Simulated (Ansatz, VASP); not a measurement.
## Cross-check of BP between VASP and Ansatz

One calculation is typed for both programs; each brings its own data sets. How far apart do they land? The cell is taken from a series of runs on this material, whose earlier steps may have relaxed, scaled, displaced or heated it; both programs get it as it stands.

Calculated with Ansatz 0.2.0; plane waves, with VASP 6.6.1 beside it; zone-centre phonons at LDA.

## (1) The structure

It takes space group R3m (No. 160, trigonal). The conventional cell has a = 3.207 Å, b = 3.207 Å, c = 7.762 Å, α = 90.00°, β = 90.00°, γ = 120.00°. Nearest to B lie 4 P at 1.95 to 1.96 Å. Nearest to P lie 4 B at 1.95 to 1.96 Å. Farther neighbours are not listed.

Structure file:

```cif
data_structure
_symmetry_space_group_name_H-M 'R3m:H'
_symmetry_Int_Tables_number 160
_cell_length_a 3.2071
_cell_length_b 3.2071
_cell_length_c 7.7619
_cell_angle_alpha 90.000
_cell_angle_beta 90.000
_cell_angle_gamma 120.000
_cell_volume 69.14
loop_
_atom_site_label
_atom_site_type_symbol
_atom_site_symmetry_multiplicity
_atom_site_Wyckoff_symbol
_atom_site_fract_x
_atom_site_fract_y
_atom_site_fract_z
_atom_site_occupancy
B1 B 3 a 0.33333 0.66667 0.66702 1
P1 P 3 a 0.33333 0.66667 0.41631 1
```

## (2) VASP: zone-centre phonons, LDA, pair 1

Second derivatives magnify differences that forces hide, and they need a tight electronic threshold.

Lines of VASP's logs that name or quote its potential files are left out, and so is its time.

The input, INCAR:

```
SYSTEM = BP
PREC = Accurate
ENCUT = 500
EDIFF = 1E-08
NELM = 120
ISMEAR = 0
SIGMA = 0.01
LREAL = .FALSE.
ALGO = Normal
GGA = CA
NBANDS = 10
LORBIT = 11
LWAVE = .FALSE.
LCHARG = .FALSE.
ISIF = 2
IBRION = 8
LEPSILON = .TRUE.
LASPH = .TRUE.
GGA_COMPAT = .FALSE.
EFERMI = MIDGAP
KPAR = 2
```

The input, POSCAR:

```
BP
1.0
   -0.0180546529      2.2496894793      2.2496894793
    2.2496894793     -0.0180546529      2.2496894793
    2.2496894793      2.2496894793     -0.0180546529
B P
1 1
Direct
    0.0003561767      0.0003561767      0.0003561767
    0.7496438233      0.7496438233      0.7496438233
```

The input, KPOINTS:

```
Automatic mesh
0
Gamma
12 12 12
0 0 0
```

Potentials, in the order of the species: B and P (LDA family, release 64).

Run with:

```
mpirun -np 2 vasp_std
```

Numbers of over 12 decimals in the logs are rounded to 6 here.

Log:

```text
[banner, memory and clock lines left out]
running    2 mpi-ranks, on    1 nodes
 distrk:  each k-point on    1 cores,    2 groups
 distr:  one band on    1 cores,    1 groups

 POSCAR found type information on POSCAR B P
 POSCAR found :  2 types and       2 ions
 LDA part: xc-table for (Slater(with rela. corr.)+CA(PZ))
 , standard interpolation
 POSCAR, INCAR and KPOINTS ok, starting setup
 FFT: planning ... GRIDC
 FFT: planning ... GRID_SOFT
 FFT: planning ... GRID
 WAVECAR not read
 entering main loop
       N       E                     dE             d eps       ncg     rms          rms(c)
DAV:   1     0.710304626875E+01    0.71030E+01   -0.39085E+03  3780   0.697E+02
DAV:   2    -0.147058316233E+02   -0.21809E+02   -0.20671E+02  5406   0.109E+02
DAV:   3    -0.152475260165E+02   -0.54169E+00   -0.54028E+00  4580   0.159E+01
DAV:   4    -0.152499397369E+02   -0.24137E-02   -0.24134E-02  4698   0.120E+00
DAV:   5    -0.152499507395E+02   -0.11003E-04   -0.11002E-04  4548   0.749E-02    0.749E+00
DAV:   6    -0.145221307768E+02    0.72782E+00   -0.17200E+00  4226   0.609E+00    0.396E+00
DAV:   7    -0.144055982843E+02    0.11653E+00   -0.27438E-01  4882   0.280E+00    0.128E+00
DAV:   8    -0.143927121859E+02    0.12886E-01   -0.34535E-02  4588   0.103E+00    0.237E-01
DAV:   9    -0.143927373545E+02   -0.25169E-04   -0.74310E-04  4286   0.203E-01    0.154E-01
DAV:  10    -0.143927337667E+02    0.35877E-05   -0.14413E-04  4248   0.721E-02    0.339E-02
DAV:  11    -0.143927356923E+02   -0.19256E-05   -0.56802E-06  4866   0.134E-02    0.360E-02
DAV:  12    -0.143927353771E+02    0.31520E-06   -0.19187E-06  4364   0.624E-03    0.781E-03
DAV:  13    -0.143927353832E+02   -0.61240E-08   -0.74466E-08  4570   0.176E-03
   1 F= -.14392735E+02 E0= -.14392735E+02  d E =0.000000E+00
 Linear response reoptimize wavefunctions to high precision
DAV:   1    -0.143927353791E+02    0.41236E-08   -0.11952E-08  4260   0.513E-04
DAV:   2    -0.143927353791E+02   -0.24784E-10   -0.24866E-10  2174   0.128E-04
 Linear response G [H, r] |phi>, progress :
  Direction:   1
       N       E                     dE             d eps       ncg     rms
RMM:   1    -0.410105186051E+02   -0.41011E+02   -0.65466E+01  9560   0.437E+01
RMM:   2    -0.306168379236E+02    0.10394E+02   -0.27432E+00  6154   0.110E+01
RMM:   3    -0.305954562798E+02    0.21382E-01   -0.42379E-02  6497   0.120E+00
RMM:   4    -0.305947853659E+02    0.67091E-03   -0.22201E-04  6719   0.149E-01
RMM:   5    -0.305948042710E+02   -0.18905E-04    0.10554E-06  6732   0.194E-02
RMM:   6    -0.305948051398E+02   -0.86876E-06    0.29021E-06  6879   0.295E-03
RMM:   7    -0.305948053875E+02   -0.24767E-06    0.24980E-07  6695   0.548E-04
RMM:   8    -0.305948053694E+02    0.18070E-07   -0.10324E-06  5836   0.189E-04
RMM:   9    -0.305948054437E+02   -0.74364E-07   -0.18211E-06  4886   0.147E-04
RMM:  10    -0.305948055063E+02   -0.62596E-07    0.15861E-05  4392   0.146E-04
RMM:  11    -0.305948055412E+02   -0.34835E-07    0.15529E-05  3847   0.147E-04
RMM:  12    -0.305948055773E+02   -0.36118E-07    0.16438E-05  3243   0.146E-04
 Linear response G [H, r] |phi>, progress :
  Direction:   2
       N       E                     dE             d eps       ncg     rms
RMM:   1    -0.403225822568E+02   -0.40323E+02   -0.84070E+01  9659   0.421E+01
RMM:   2    -0.338314399794E+02    0.64911E+01   -0.17372E+00  6137   0.951E+00
RMM:   3    -0.338395199662E+02   -0.80800E-02   -0.20656E-02  6512   0.981E-01
RMM:   4    -0.338396142512E+02   -0.94285E-04    0.86344E-05  6733   0.125E-01
RMM:   5    -0.338396500424E+02   -0.35791E-04    0.14156E-05  6761   0.162E-02
RMM:   6    -0.338396530607E+02   -0.30183E-05   -0.87573E-06  6912   0.249E-03
RMM:   7    -0.338396535632E+02   -0.50250E-06   -0.13601E-05  6698   0.460E-04
RMM:   8    -0.338396535715E+02   -0.82421E-08   -0.13386E-05  5831   0.166E-04
RMM:   9    -0.338396536074E+02   -0.35934E-07   -0.12328E-05  5006   0.133E-04
RMM:  10    -0.338396532964E+02    0.31100E-06    0.47536E-06  4692   0.133E-04
RMM:  11    -0.338396532668E+02    0.29648E-07   -0.10569E-05  3940   0.132E-04
RMM:  12    -0.338396530579E+02    0.20888E-06   -0.11912E-05  3237   0.133E-04
 Linear response G [H, r] |phi>, progress :
  Direction:   3
       N       E                     dE             d eps       ncg     rms
RMM:   1    -0.276871560022E+02   -0.27687E+02    0.39975E+01  9488   0.416E+01
RMM:   2    -0.226430659349E+02    0.50441E+01   -0.23248E+00  6136   0.101E+01
RMM:   3    -0.226203604084E+02    0.22706E-01   -0.37592E-02  6482   0.111E+00
RMM:   4    -0.226198963643E+02    0.46404E-03    0.95599E-05  6748   0.140E-01
RMM:   5    -0.226199402930E+02   -0.43929E-04    0.41325E-05  6737   0.192E-02
RMM:   6    -0.226199444603E+02   -0.41673E-05    0.10900E-05  6907   0.296E-03
RMM:   7    -0.226199451511E+02   -0.69081E-06    0.40558E-06  6607   0.549E-04
RMM:   8    -0.226199452015E+02   -0.50403E-07    0.26171E-06  5931   0.176E-04
RMM:   9    -0.226199451969E+02    0.45584E-08    0.43294E-06  5011   0.128E-04
RMM:  10    -0.226199453005E+02   -0.10358E-06   -0.89390E-07  4437   0.127E-04
RMM:  11    -0.226199452265E+02    0.74052E-07    0.44367E-06  3773   0.126E-04
RMM:  12    -0.226199452152E+02    0.11285E-07    0.17272E-07  3148   0.127E-04
 Linear response to external field (no local field effect), progress :
[...]
RMM:   3    -0.536611740419E+00    0.15975E-01   -0.66459E-03 15991   0.467E-01    0.685E-01
RMM:   4    -0.549476657391E+00   -0.12865E-01   -0.63646E-03 15832   0.468E-01    0.112E-01
RMM:   5    -0.553641538863E+00   -0.41649E-02   -0.15611E-04 16087   0.826E-02    0.174E-02
RMM:   6    -0.553718500528E+00   -0.76962E-04   -0.17893E-06 16624   0.104E-02    0.872E-03
RMM:   7    -0.553789941755E+00   -0.71441E-04   -0.14657E-07 16556   0.276E-03    0.499E-04
RMM:   8    -0.553798911384E+00   -0.89696E-05   -0.26940E-09 17431   0.375E-04    0.171E-04
RMM:   9    -0.553798340051E+00    0.57133E-06   -0.26704E-10 15614   0.151E-04    0.562E-05
RMM:  10    -0.553799006726E+00   -0.66667E-06    0.87372E-09 14022   0.629E-05    0.163E-05
RMM:  11    -0.553798879962E+00    0.12676E-06    0.35609E-08  7304   0.253E-05    0.145E-06
 change of polarisation eV/A/(eV/A) component  1 :     1.048     0.176    -0.187
 dielectric tensor                  component  1 :     9.228     1.381    -1.465
 Linear response to external field, progress :
  Direction:   2
       N       E                     dE             d eps       ncg     rms          rms(c)
RMM:   1    -0.532020937087E+00   -0.53202E+00   -0.23929E+00 21819   0.296E+00
RMM:   2    -0.552586874392E+00   -0.20566E-01   -0.54585E-03 15558   0.453E-01    0.123E+00
RMM:   3    -0.536610660585E+00    0.15976E-01   -0.66440E-03 15989   0.467E-01    0.685E-01
RMM:   4    -0.549477189177E+00   -0.12867E-01   -0.63615E-03 15834   0.468E-01    0.112E-01
RMM:   5    -0.553642903729E+00   -0.41657E-02   -0.15664E-04 16079   0.826E-02    0.174E-02
RMM:   6    -0.553719339368E+00   -0.76436E-04   -0.17363E-06 16633   0.103E-02    0.873E-03
RMM:   7    -0.553790898631E+00   -0.71559E-04   -0.15324E-07 16527   0.276E-03    0.490E-04
RMM:   8    -0.553799815737E+00   -0.89171E-05   -0.63472E-09 17405   0.373E-04    0.171E-04
RMM:   9    -0.553799248469E+00    0.56727E-06    0.79932E-10 15657   0.151E-04    0.561E-05
RMM:  10    -0.553799906261E+00   -0.65779E-06    0.75759E-09 13984   0.628E-05    0.162E-05
RMM:  11    -0.553799778351E+00    0.12791E-06    0.44394E-08  7285   0.257E-05    0.145E-06
 change of polarisation eV/A/(eV/A) component  2 :     0.094     1.048    -0.104
 dielectric tensor                  component  2 :     0.738     9.228    -0.820
 Linear response to external field, progress :
  Direction:   3
       N       E                     dE             d eps       ncg     rms          rms(c)
RMM:   1    -0.531998091329E+00   -0.53200E+00   -0.23926E+00 21819   0.296E+00
RMM:   2    -0.552587878011E+00   -0.20590E-01   -0.54432E-03 15557   0.453E-01    0.123E+00
RMM:   3    -0.536611237710E+00    0.15977E-01   -0.66362E-03 15993   0.467E-01    0.685E-01
RMM:   4    -0.549476685197E+00   -0.12865E-01   -0.63536E-03 15835   0.468E-01    0.112E-01
RMM:   5    -0.553642057973E+00   -0.41654E-02   -0.15611E-04 16085   0.826E-02    0.174E-02
RMM:   6    -0.553718753346E+00   -0.76695E-04   -0.17278E-06 16632   0.104E-02    0.873E-03
RMM:   7    -0.553790315813E+00   -0.71562E-04   -0.15776E-07 16539   0.276E-03    0.500E-04
RMM:   8    -0.553799280813E+00   -0.89650E-05   -0.39072E-09 17432   0.375E-04    0.171E-04
RMM:   9    -0.553798709863E+00    0.57095E-06   -0.68476E-09 15652   0.151E-04    0.563E-05
RMM:  10    -0.553799377135E+00   -0.66727E-06    0.12258E-09 13974   0.630E-05    0.162E-05
RMM:  11    -0.553799249080E+00    0.12806E-06    0.62256E-08  7360   0.253E-05    0.145E-06
 change of polarisation eV/A/(eV/A) component  3 :     0.175    -0.186     1.048
 dielectric tensor                  component  3 :     1.373    -1.457     9.228
 Linear response DOF=           2
 Linear response progress:
  Degree of freedom:   1/  2
       N       E                     dE             d eps       ncg     rms          rms(c)
RMM:   1    -0.460020551020E-01   -0.46002E-01   -0.67825E-03 23629   0.115E+00
RMM:   2    -0.423401515915E-01    0.36619E-02   -0.13819E-03 15008   0.242E-01    0.149E-01
RMM:   3    -0.422879225721E-01    0.52229E-04   -0.29380E-04 15560   0.905E-02    0.785E-02
RMM:   4    -0.426795061324E-01   -0.39158E-03   -0.26498E-04 15175   0.853E-02    0.962E-03
RMM:   5    -0.426494045339E-01    0.30102E-04   -0.49287E-06 16229   0.109E-02    0.126E-03
RMM:   6    -0.426503306256E-01   -0.92609E-06   -0.16086E-07 16214   0.134E-03    0.430E-04
RMM:   7    -0.426488963811E-01    0.14342E-05   -0.12917E-07 16557   0.355E-04    0.122E-04
RMM:   8    -0.426490915298E-01   -0.19515E-06   -0.14850E-07 16894   0.722E-05    0.294E-05
RMM:   9    -0.426490289872E-01    0.62543E-07   -0.96678E-08 17195   0.253E-05    0.931E-06
RMM:  10    -0.426490637287E-01   -0.34741E-07   -0.92896E-08 17092   0.113E-05    0.149E-06
RMM:  11    -0.426490612992E-01    0.24295E-08   -0.11490E-07 14914   0.664E-06    0.297E-07
RMM:  12    -0.426490633948E-01   -0.20956E-08   -0.12021E-07  9890   0.602E-06    0.453E-08
 first order change of Fermi-energy   0.24611E+01
 force on displaced ion       1 direction 1 : -19.060  -0.210  -0.210
 Born effective charge ion    1 direction 1 :  -0.567  -0.007  -0.007
 Linear response progress:
  Degree of freedom:   2/  2
       N       E                     dE             d eps       ncg     rms          rms(c)
RMM:   1    -0.438125472720E-01   -0.43813E-01    0.18934E-03 22285   0.143E+00
RMM:   2    -0.409562562043E-01    0.28563E-02   -0.41832E-04 14785   0.221E-01    0.149E-01
RMM:   3    -0.410117103146E-01   -0.55454E-04   -0.80881E-06 15754   0.369E-02    0.846E-02
RMM:   4    -0.412788583784E-01   -0.26715E-03   -0.26522E-05 15625   0.351E-02    0.774E-03
RMM:   5    -0.412512115015E-01    0.27647E-04    0.68040E-06 16443   0.569E-03    0.391E-03
RMM:   6    -0.412453621646E-01    0.58493E-05    0.32906E-07 16372   0.870E-04    0.222E-03
RMM:   7    -0.412450772268E-01    0.28494E-06   -0.10441E-06 16592   0.304E-04    0.529E-04
RMM:   8    -0.412445448040E-01    0.53242E-06   -0.16584E-07 16800   0.854E-05    0.336E-05
RMM:   9    -0.412445375105E-01    0.72935E-08   -0.11299E-07 17274   0.267E-05    0.108E-05
RMM:  10    -0.412444950285E-01    0.42482E-07    0.29288E-08 17063   0.101E-05    0.316E-06
RMM:  11    -0.412444942317E-01    0.79675E-09   -0.14896E-08 14886   0.650E-06    0.638E-07
 first order change of Fermi-energy  -0.24608E+01
 force on displaced ion       2 direction 1 : -19.065  -0.210  -0.210
 Born effective charge ion    2 direction 1 :   0.563   0.007   0.007
 Born effective charges drift removed
 Linear response finished
```

From OUTCAR (step 2):

```text
ion  position               nearest neighbor table
   1  0.000  0.000  0.000-   2 1.95   2 1.96   2 1.96   2 1.96
   2  0.750  0.750  0.750-   1 1.95   1 1.96   1 1.96   1 1.96

  LATTYP: Found a trigonal (rhomboedric) cell.
 ALAT       =     3.1815926007
 COS(alpha) =     0.4919587594

 Subroutine GETGRP returns: Found  6 space group operations
 (whereof  6 operations were pure point group operations)

The static configuration has the point symmetry C_3v.

 Found    189 irreducible k-points:

   k-points           NKPTS =    189   k-points in BZ     NKDIM =    189   number of bands    NBANDS=     10

   dimension x,y,z NGX =    24 NGY =   24 NGZ =   24
   dimension x,y,z NGXF=    48 NGYF=   48 NGZF=   48

   ENCUT  =  500.0 eV  36.75 Ry    6.06 a.u.   5.80  5.80  5.80*2*pi/ulx,y,z

   NELECT =       8.0000    total number of electrons

 k-points in reciprocal lattice and weights: Automatic mesh
   0.00000000  0.00000000  0.00000000       0.001
   0.08333333  0.00000000 -0.00000000       0.003
   0.16666667 -0.00000000 -0.00000000       0.003
   0.25000000  0.00000000  0.00000000       0.003
   0.33333333  0.00000000  0.00000000       0.003
   0.41666667  0.00000000  0.00000000       0.003
   0.50000000  0.00000000  0.00000000       0.002
   0.08333333  0.08333333 -0.00000000       0.003
   0.16666667  0.08333333 -0.00000000       0.007
[...]
-0.41666667  0.50000000  0.41666667       0.003
   0.50000000  0.50000000  0.50000000       0.001

 average (electrostatic) potential at core
       1 -29.8083       2 -82.1102

  Total       -0.4494197     -0.4494197     -0.4494197      0.2165445      0.2165445      0.2165445
  in kB      -31.2441149    -31.2441149    -31.2441149     15.0543909     15.0543909     15.0543909
  external PRESSURE =     -31.2441149 kB  Pullay stress =       0.0000000 kB

  energy-cutoff  :      500.00
  volume of cell :       23.05
      direct lattice vectors                 reciprocal lattice vectors
    -0.018054653  2.249689479  2.249689479    -0.219595130  0.221371726  0.221371726
     2.249689479 -0.018054653  2.249689479     0.221371726 -0.219595130  0.221371726
     2.249689479  2.249689479 -0.018054653     0.221371726  0.221371726 -0.219595130

 POSITION                                       TOTAL-FORCE (eV/Angst)
 -----------------------------------------------------------------------------------
      0.00160      0.00160      0.00160        -0.000796     -0.000796     -0.000796
      3.35940      3.35940      3.35940         0.000796      0.000796      0.000796
 -----------------------------------------------------------------------------------
    total drift:                               -0.000006     -0.000006     -0.000006

 MACROSCOPIC STATIC DIELECTRIC TENSOR (including local field effects in DFT)
 ------------------------------------------------------
           9.227704    -0.041731    -0.041731
          -0.041731     9.227704    -0.041731
          -0.041731    -0.041731     9.227704
 ------------------------------------------------------

 PIEZOELECTRIC TENSOR (including local field effects)  for field in x, y, z        (C/m^2)
          XX          YY          ZZ          XY          YZ          ZX
  --------------------------------------------------------------------------------
  x    -0.00840    -0.00426    -0.00426    -0.00702    -0.13741    -0.00702
  y    -0.00426    -0.00840    -0.00426    -0.00702    -0.00702    -0.13741
  z    -0.00426    -0.00426    -0.00840    -0.13741    -0.00702    -0.00702

 BORN EFFECTIVE CHARGES (including local field effects) (in |e|, cummulative output)
 ---------------------------------------------------------------------------------
 ion    1
    1    -0.56497    -0.00699    -0.00699
    2    -0.00699    -0.56497    -0.00699
    3    -0.00699    -0.00699    -0.56497
 ion    2
    1     0.56497     0.00699     0.00699
    2     0.00699     0.56497     0.00699
    3     0.00699     0.00699     0.56497

 Eigenvectors and eigenvalues of the dynamical matrix
 ----------------------------------------------------

   1 f  =   24.374964 THz   153.152418 2PiTHz  813.061295 cm-1   100.806707 meV
             X         Y         Z           dx          dy          dz
      0.001596  0.001596  0.001596     0.497066    0.497066    0.497066
      3.359397  3.359397  3.359397    -0.293699   -0.293699   -0.293699

   2 f  =   23.977573 THz   150.655537 2PiTHz  799.805760 cm-1    99.163231 meV
             X         Y         Z           dx          dy          dz
      0.001596  0.001596  0.001596     0.351478    0.351478   -0.702955
      3.359397  3.359397  3.359397    -0.207678   -0.207678    0.415356

   3 f  =   23.977573 THz   150.655537 2PiTHz  799.805760 cm-1    99.163231 meV
             X         Y         Z           dx          dy          dz
      0.001596  0.001596  0.001596    -0.608777    0.608777    0.000000
      3.359397  3.359397  3.359397     0.359709   -0.359709   -0.000000

   4 f/i=    0.001339 THz     0.008412 2PiTHz    0.044660 cm-1     0.005537 meV
             X         Y         Z           dx          dy          dz
      0.001596  0.001596  0.001596     0.293699    0.293699    0.293699
      3.359397  3.359397  3.359397     0.497066    0.497066    0.497066

   5 f/i=    0.001413 THz     0.008876 2PiTHz    0.047122 cm-1     0.005842 meV
             X         Y         Z           dx          dy          dz
      0.001596  0.001596  0.001596    -0.399527    0.298120    0.101408
      3.359397  3.359397  3.359397    -0.676167    0.504543    0.171624

   6 f/i=    0.001413 THz     0.008876 2PiTHz    0.047122 cm-1     0.005842 meV
             X         Y         Z           dx          dy          dz
      0.001596  0.001596  0.001596     0.113572    0.289215   -0.402787
      3.359397  3.359397  3.359397     0.192210    0.489472   -0.681683

 MACROSCOPIC STATIC DIELECTRIC TENSOR IONIC CONTRIBUTION
 ------------------------------------------------------
           0.131472     0.001806     0.001806
           0.001806     0.131472     0.001806
           0.001806     0.001806     0.131472
 ------------------------------------------------------

 ELASTIC MODULI CONTR FROM IONIC RELAXATION (kBar)
 Direction    XX          YY          ZZ          XY          YZ          ZX
 --------------------------------------------------------------------------------
 XX          -0.7234     -0.6603     -0.6603     -5.7866     -9.0476     -5.8458
 YY          -0.6603     -0.7234     -0.6603     -5.8458     -5.7866     -9.0476
 ZZ          -0.6603     -0.6603     -0.7234     -9.0476     -5.8458     -5.7866
 XY          -5.7866     -5.8458     -9.0476   -180.1019    -14.5650    -14.5650
 YZ          -9.0476     -5.7866     -5.8458    -14.5650   -180.1019    -14.5650
 ZX          -5.8458     -9.0476     -5.7866    -14.5650    -14.5650   -180.1019
 --------------------------------------------------------------------------------

 PIEZOELECTRIC TENSOR IONIC CONTR  for field in x, y, z        (C/m^2)
          XX          YY          ZZ          XY          YZ          ZX
  --------------------------------------------------------------------------------
  x     0.00701     0.00431     0.00431     0.00552     0.14462     0.00805
  y     0.00431     0.00701     0.00431     0.00805     0.00552     0.14462
  z     0.00431     0.00431     0.00701     0.14462     0.00805     0.00552
```

[end of part 1 of 3]

[Lines on the potential files, build, host, timing and source positions are cut from VASP's logs without a mark.]

[Logs are printed without paths, hosts, clocks, repeated set-up lines and the standing remarks that a program may print on its own settings, such as how far it seeks lower states.]

[Hosts, paths, dates, database ids (printed as entryN), source tags and the programs' standing remarks are cut or masked in the printed files.]
